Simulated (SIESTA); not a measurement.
HgTe (Coloradoite) under changes of volume

One of the cells (33.880 Å³/atom); the others are scaled copies at fixed shape and fractional positions:

```
Hg Te
1.0
     0.00000    3.23579    3.23579
     3.23579    0.00000    3.23579
     3.23579    3.23579    0.00000
Hg Te
1 1
Direct
  0.00000 0.00000 0.00000
  0.75000 0.75000 0.75000
```

```yaml
Program: SIESTA 5.4.2
Functional: PBEsol
Potentials_or_basis: PseudoDojo 0.4 standard (PBEsol files)
Basis: DZP (energy shift 0.003 Ry; two zetas on semicore shells)
Grid_cutoff: 800 Ry
Energy_shift: 0.003 Ry
k_mesh: 7 × 7 × 7
Occupations: fermi-dirac, width 0.05 eV
Spin: no spin polarisation
```

| volume (Å³/atom) | energy over the lowest point (meV/atom) | pressure (GPa) |
| --- | --- | --- |
| 31.223 | 65.90 | 6.5 |
| 31.887 | 42.04 | 5.0 |
| 32.551 | ? | ? |
| 33.880 | 3.66 | 1.4 |
| 34.544 | 0.00 | 0.4 |
| 35.208 | 0.61 | -0.5 |

What does the run at 32.551 Å³/atom give?

Energy over the lowest point 24.28 meV/atom; pressure 3.6 GPa.

Worked out: A Birch-Murnaghan fit of order 3 (a polynomial in V^(-2/3)) to the other rows has its minimum at 34.79 Å³/atom with B0 = V·E''(V) = 48 GPa and B' = 4.1. It gives 24.10 meV/atom at 32.551 Å³/atom, against the run's 24.28, and -dE/dV = 3.7 GPa, against 3.6.

Energies are extrapolated to zero smearing.

Caveats: short orbitals over semicore shells can move pressures by several GPa; the basis of atomic orbitals isn't converged, which shifts pressures, moduli and gaps.
